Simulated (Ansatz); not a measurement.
# InAs under changes of volume

One of the cells (23.821 Å³/atom); the others are scaled copies at fixed shape and fractional positions:

```
CELL_PARAMETERS angstrom
0.00000 2.87730 2.87730
2.87730 0.00000 2.87730
2.87730 2.87730 0.00000
ATOMIC_POSITIONS crystal
In 0.50000 0.50000 0.50000
As 0.00000 0.00000 0.00000
```

Measurements of this composition are mostly on another form, of space group No. 216.

```yaml
Program: Ansatz 0.2.0
Functional: PBEsol
Potentials_or_basis: all-electron LAPW, scalar-relativistic
Cutoff: 221 eV (chosen from the basis error)
Basis_error_allowed: 0.001 eV/atom
k_mesh: 8 × 8 × 8
Occupations: fermi-dirac, width 0.05 eV
Spin: no spin polarisation
```

```csv
volume (Å³/atom),energy over the lowest point (meV/atom),pressure (GPa)
22.392,0.00,0.7
22.868,?,?
23.344,4.60,-2.1
23.821,12.73,-3.3
24.297,24.13,-4.3
24.774,38.44,-5.2
25.250,55.30,-6.0
```

Q: What does the run at 22.868 Å³/atom give?

A: Energy over the lowest point 0.21 meV/atom; pressure -0.8 GPa.

Worked out: A Birch-Murnaghan fit of order 3 (a polynomial in V^(-2/3)) to the other rows has its minimum at 22.61 Å³/atom with B0 = V·E''(V) = 72 GPa and B' = 4.9. It gives 0.20 meV/atom at 22.868 Å³/atom, against the run's 0.21, and -dE/dV = -0.8 GPa, against -0.8.

Energies are extrapolated to zero smearing.
